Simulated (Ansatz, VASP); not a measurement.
**One calculation of Cr, two programs**

File INCAR:

```
SYSTEM = Cr
ALGO     = Normal         ! electronic algorithm
EDIFF    = 1E-6           ! SCF threshold, eV
ENCUT    = 520            ! plane-wave cutoff, eV
GGA      = PE             ! functional
ISIF     = 2              ! what is computed and relaxed
ISMEAR   = 0              ! smearing method
LASPH    = .True.         ! aspherical terms in the spheres
LCHARG   = .True.         ! write CHGCAR
LELF     = .True.         ! ELF
LREAL    = .False.        ! projectors in reciprocal space
LVHAR    = .True.       
LWAVE    = .False.        ! write WAVECAR
NBANDS   = 12             ! bands
NELM     = 100            ! most SCF steps
PREC     = Accurate       ! precision mode
SIGMA    = 0.1            ! smearing width, eV
```

Contents of KPOINTS:

```
k-points
0
Gamma
  20 20 20
  0 0 0
```

POSCAR

```
Cr
1.0
   -1.4239150034      1.4239150034      1.4239150034
    1.4239150034     -1.4239150034      1.4239150034
    1.4239150034      1.4239150034     -1.4239150034
Cr
1
Direct
    0.0000000000      0.0000000000      0.0000000000
```

Input for Ansatz:

```yaml
crystal:
  lattice:
    - [-1.4239150041, 1.4239150041, 1.4239150041]
    - [1.4239150041, -1.4239150041, 1.4239150041]
    - [1.4239150041, 1.4239150041, -1.4239150041]
  atoms:
    - { symbol: Cr, position: [0.0, 0.0, 0.0] }
basis:
  ecutwfc: 420
kpoints:
  mp_grid: { grid: [20, 20, 20] }
  band_path:
    path:
      - [[0.0, 0.0, 0.0], [0.5, -0.5, 0.5], [0.0, 0.0, 0.5], [0.0, 0.0, 0.0], [0.25, 0.25, 0.25], [0.5, -0.5, 0.5]]
      - [[0.25, 0.25, 0.25], [0.0, 0.0, 0.5]]
    npoints: 14
hamiltonian:
  xc: pbe
scf:
  occupations: { method: gaussian, width: 0.1 }
  n_extra_bands: 6
output:
  forces: true
  stress: true
  eigenvalues: true
  populations: true
  dos: { projected: true, de: 0.02, nscf_kmesh: { grid: [30, 30, 30] } }
  bader: true
  write_density: true
  write_potential: true
  elf: true
  volumetric_format: npy
```

Alike in both runs: task single point; functional PBE; k mesh 20 × 20 × 20; occupations gaussian, width 0.1 eV; no spin polarisation.

|  | VASP | Ansatz |
| --- | --- | --- |
| version | VASP 6.6.1 | Ansatz 0.2.0 |
| potentials or method | VASP PAW PBE potentials, release 64 (Cr_pv) | scalar-relativistic, plane waves, PAW |
| plane-wave cutoff (eV) | 520 | 420 |
| valence electrons in the cell | 12 | 14 |

|  | VASP | Ansatz | Ansatz less VASP |
| --- | --- | --- | --- |
| gap on the k mesh at the Fermi level (eV) | none | none | - |
| pressure (GPa) | -1.1 | 0.0 | +1.14 |

A gap of «none» marks a metal or a gap that the smearing closes. The two sets of potentials don't hold the same shells in valence.

Caveats: the run has no spin polarisation, though such a crystal can be magnetic. Spin polarisation is off, so any magnetic state and its effect on volume and gap are missing.
